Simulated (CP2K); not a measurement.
Crystal: Al.

```
Al
1.0
     4.54673    0.00000    0.00000
    -2.27337    3.93758    0.00000
     0.00000    0.00000    2.75393
Al
2
Direct
  0.33333 0.66667 0.50000
  0.66667 0.33333 0.50000
```

The cell was built by a generator and needn't be a form met in nature.

Base run:

| Item | Value |
| --- | --- |
| Program | CP2K 2026.2 |
| Functional | PBE |
| Potentials or basis | POTENTIAL_UZH Al GTH-PBE-q3; TZV2P-MOLOPT-PBE-GTH basis |
| Density cutoff | 6123 eV |
| k mesh | 7 × 7 × 10 |
| Occupations | fermi-dirac, width 0.05 eV |
| Spin | no spin polarisation |

Its results: band gap on the k mesh none (metal or under the smearing width); pressure -0.2 GPa.

**Question.** After a change of settings the same cell gave: band gap on the k mesh none (metal or under the smearing width); pressure 1.2 GPa. Which change was it?
A. potentials or basis from POTENTIAL_UZH Al GTH-PBE-q3; TZV2P-MOLOPT-PBE-GTH basis to POTENTIAL_UZH Al GTH-PBE-q3; TZVP-MOLOPT-PBE-GTH basis; basis sets from Al TZV2P-MOLOPT-PBE-GTH-q3 to Al TZVP-MOLOPT-PBE-GTH-q3
B. potentials or basis from POTENTIAL_UZH Al GTH-PBE-q3; TZV2P-MOLOPT-PBE-GTH basis to POTENTIAL_UZH Al GTH-PBE-q3; ccGRB-D basis; basis sets from Al TZV2P-MOLOPT-PBE-GTH-q3 to Al ccGRB-D-q3
C. potentials or basis from POTENTIAL_UZH Al GTH-PBE-q3; TZV2P-MOLOPT-PBE-GTH basis to POTENTIAL_UZH Al GTH-PBE-q3; DZVP-MOLOPT-PBE-GTH basis; basis sets from Al TZV2P-MOLOPT-PBE-GTH-q3 to Al DZVP-MOLOPT-PBE-GTH-q3

**Answer.** B.

Caveats: the basis of atomic orbitals isn't converged, which shifts pressures, moduli and gaps.
